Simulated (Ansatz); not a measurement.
N:

```
N
1.0
     2.51947    0.00000    0.00000
    -1.25974    2.18193    0.00000
     0.00000    0.00000    2.44600
N
2
Direct
  0.33333 0.66667 0.75000
  0.66667 0.33333 0.25000
```

The real solid is made of molecules; this cell is a model form.

- Program: Ansatz 0.2.0
- Task: single point
- Functional: PBE
- Potentials or basis: all-electron LAPW, scalar-relativistic
- Cutoff: 346 eV (chosen from the basis error)
- Basis error allowed: 0.001 eV/atom
- k mesh: 12 × 12 × 11
- Occupations: fermi-dirac, width 0.05 eV
- Spin: no spin polarisation

On this cell: pressure 10.0 GPa; largest force under 0.003 eV/Å; band gap on the k mesh none (metal or under the smearing width).

The same run follows on a disturbed copy (atoms moved at random, drawn with an rms of 0.05 Å):

```
N
1.0
     2.51947    0.00000    0.00000
    -1.25974    2.18193    0.00000
     0.00000    0.00000    2.44600
N
2
Direct
  0.32898 0.66023 0.73606
  0.67162 0.33290 0.25859
```

Question: What does the disturbed cell give?

Answer: The energy (extrapolated to zero smearing) moves by -30.9 meV/atom; pressure 10.5 GPa; largest force 2.190 eV/Å; band gap on the k mesh none (metal or under the smearing width).

Forces on the atoms (eV/Å):
```
N   -0.127 -0.086 -2.185
N    0.127  0.086  2.185
```

Stress tensor (GPa, compression positive):
```
10.69 -2.25  0.61
-2.25 14.33  0.48
 0.61  0.48  6.41
```

The energy falls, though the first cell shows no forces: that form is unstable against this distortion, unless noise or another electronic state is at work.
